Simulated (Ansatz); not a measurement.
# GaAs: band gap under strain

Aim: follow the gap of zincblende GaAs through these states: +2.0 % strain along z alone; +3.0 % strain along z alone; +4.0 % strain along z alone. The table at the end shows which levels were run.

Code: Ansatz 0.2.0. PAW datasets, plane waves. Spin-unpolarised throughout; all numbers are computed.

### 1 Starting point

The unstrained cell was relaxed with r2SCAN; in each strained cell the atoms were relaxed again with r2SCAN. Names of k-points are those of the unstrained zone, where strain can split equivalent points. First state: +2.0 % strain along z alone.

The symmetry is I-4m2 (No. 119, tetragonal); conventional cell a = 4.007 Å, c = 5.779 Å, 23.19 Å³ an atom. Around Ga lie 4 As at 2.47 Å; around As lie 4 Ga at 2.47 Å.

Coordinates:

Space group I-4m2 (No. 119). a = 4.007 Å, b = 4.007 Å, c = 5.779 Å, α = 90.00°, β = 90.00°, γ = 90.00°
```json
{"atom": "Ga", "site": "2a", "symmetry": "-4m2", "x": "0.0000", "y": "0.0000", "z": "0.0000"}
{"atom": "As", "site": "2d", "symmetry": "-4m2", "x": "0.5000", "y": "0.0000", "z": "0.2500"}
```

From earlier runs on the unstrained cell: PBE 0.47 eV, r2SCAN 0.96 eV, HSE06 1.36 eV, r2SCAN+SOC 0.86 eV, G0W0 1.20 eV (on its mesh); a = 5.666 Å.

### 2 +2.0 % strain along z alone: PBE

The input, input.yaml:

```yaml
crystal:
  lattice:
    - [0.0, 2.8330850955, 2.8897467974]
    - [2.8330850955, 0.0, 2.8897467974]
    - [2.8330850955, 2.8330850955, 0.0]
  atoms:
    - { symbol: Ga, position: [0.0, 0.0, 0.0] }
    - { symbol: As, position: [0.25, 0.25, 0.25] }
kpoints:
  mp_grid: { grid: [8, 8, 8] }
  band_path:
    path:
      - [0.0, 0.0, 0.0]
      - [-0.5, -0.5, 0.0]
      - [-0.375, -0.375, 0.25]
      - [-0.375, 0.0, 0.375]
      - [0.0, 0.0, 0.5]
      - [-0.5, -0.25, 0.25]
    npoints: 1
hamiltonian:
  xc: pbe
scf:
  occupations: { method: fermi_dirac, width: 0.02 }
  n_extra_bands: 4
output:
  forces: true
  stress: true
  eigenvalues: true
```

Run with:

```
$ ansatz run input.yaml --threads 2 --pin off --max-ram 18432MiB --backend cpu --events-out ev --progress --plain --runs-dir out
```

Further steps of the session: +2.0 % strain along z alone: r2SCAN; +2.0 % strain along z alone: HSE06; +2.0 % strain along z alone: r2SCAN+SOC; +3.0 % strain along z alone: PBE; +3.0 % strain along z alone: r2SCAN; +3.0 % strain along z alone: HSE06; +3.0 % strain along z alone: r2SCAN+SOC; +4.0 % strain along z alone: PBE; +4.0 % strain along z alone: r2SCAN; +4.0 % strain along z alone: HSE06; +4.0 % strain along z alone: r2SCAN+SOC.

Before running it: what results should come out?

**Answer**, as computed:

Least gap in eV (negative: overlap), with the change from the unstrained cell in brackets:

| state | volume change (%) | PBE | r2SCAN | HSE06 |
| --- | --- | --- | --- | --- |
| +2.0 % strain along z alone | +2.0 | 0.28 (-0.19) | 0.76 (-0.20) | 1.15 (-0.21) |
| +3.0 % strain along z alone | +3.0 | 0.18 (-0.29) | 0.66 (-0.30) | 1.05 (-0.31) |
| +4.0 % strain along z alone | +4.0 | 0.09 (-0.38) | 0.56 (-0.40) | 0.94 (-0.42) |

With HSE06, of the states in the table +4.0 % strain along z alone shifts the gap most, by -0.425 eV. PBE and HSE06 differ by 0.90 eV on the unstrained gap, and by at most 0.05 eV on its change: the two disagree on the size of the gap but agree on its response to strain.
